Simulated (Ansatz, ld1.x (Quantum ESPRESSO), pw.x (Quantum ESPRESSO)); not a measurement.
# What a changed setting does to a pw.x run (fcc B)

Potential: PAW, ld1.x (Quantum ESPRESSO) 7.5, PBE; core [He], reference 2s2 2p1; waves: 2s (bound): rcut 1.25, rcutus 1.65 bohr; 2s channel at 3.55 Ry: rcut 1.25, rcutus 1.65 bohr; 2p (bound): rcut 1.65, rcutus 2.25 bohr; 2p channel at 0.3 Ry: rcut 1.65, rcutus 2.25 bohr; 3d channel at 0.1 Ry: rc 2.30 bohr; local part: the d channel; core correction: none; augmentation: BESSEL, radius 1.25 bohr.

The reference run (k-mesh 18³, cutoffs 40/320 Ry, Fermi–Dirac 0.01 Ry, mixing_beta 0.4, conv_thr 1e-9, no spin) gives 0.63 GPa at 5.898 Å³/atom, where all-electron LAPW gives -0.40 GPa. This run, with its own iteration cap, changes degauss to 0.005.

```
&control
  calculation='scf', prefix='x', pseudo_dir='./', outdir='./tmp', tstress=.true., disk_io='none'
/
&system
  ibrav=0, nat=1, ntyp=1, ecutwfc=40, ecutrho=320, nbnd=8,
  occupations='smearing', smearing='fd', degauss=0.005
/
&electrons
  conv_thr=1e-09, mixing_beta=0.4, electron_maxstep=50
/
ATOMIC_SPECIES
B 1.0 B.UPF
CELL_PARAMETERS angstrom
  0.00000000 1.43403007 1.43403007
  1.43403007 0.00000000 1.43403007
  1.43403007 1.43403007 0.00000000
ATOMIC_POSITIONS crystal
B 0.0000 0.0000 0.0000
K_POINTS automatic
18 18 18 0 0 0
```

```bash
pw.x < B.scf.in > B.scf.out
```

Question: How does the run end?

Answer: It converges in 6 iterations; the free energy moves by +5.4 meV/atom and the pressure by -0.19 GPa. In a metal, with Fermi–Dirac smearing, F lies below its zero-width value by a term in the square of the width.

```
Message from routine setup:
     using ibrav=0 with symmetry is DISCOURAGED, use correct ibrav instead
     lattice parameter (alat)  =       3.8324  a.u.
     unit-cell volume          =      39.8017 (a.u.)^3
     number of electrons       =         3.00
     number of Kohn-Sham states=            8
     kinetic-energy cutoff     =      40.0000  Ry
     charge density cutoff     =     320.0000  Ry
     scf convergence threshold =      1.0E-09
     Exchange-correlation= SLA  PW   PBX  PBC
     number of k points=   195  Fermi-Dirac smearing, width (Ry)=  0.0050
     iteration #  1     ecut=    40.00 Ry     beta= 0.40
     total energy              =     -11.35848635 Ry
     estimated scf accuracy    <       0.00282643 Ry
     iteration #  2     ecut=    40.00 Ry     beta= 0.40
     total energy              =     -11.35948657 Ry
     estimated scf accuracy    <       0.00101533 Ry
     iteration #  3     ecut=    40.00 Ry     beta= 0.40
     total energy              =     -11.35950284 Ry
     estimated scf accuracy    <       0.00000107 Ry
     iteration #  4     ecut=    40.00 Ry     beta= 0.40
     total energy              =     -11.35950341 Ry
     estimated scf accuracy    <       0.00000021 Ry
     iteration #  5     ecut=    40.00 Ry     beta= 0.40
     total energy              =     -11.35950345 Ry
     estimated scf accuracy    <          7.8E-09 Ry
     iteration #  6     ecut=    40.00 Ry     beta= 0.40
     the Fermi energy is    14.3564 ev
!    total energy              =     -11.35950347 Ry
     estimated scf accuracy    <          2.2E-10 Ry
     smearing contrib. (-TS)   =      -0.00030048 Ry
     convergence has been achieved in   6 iterations
          total   stress  (Ry/bohr**3)                   (kbar)     P=        4.44
     Message from routine punch:
     Nothing written, as per user request (disk_io='none')
```

The run took about 2 s on one core of a shared server CPU.
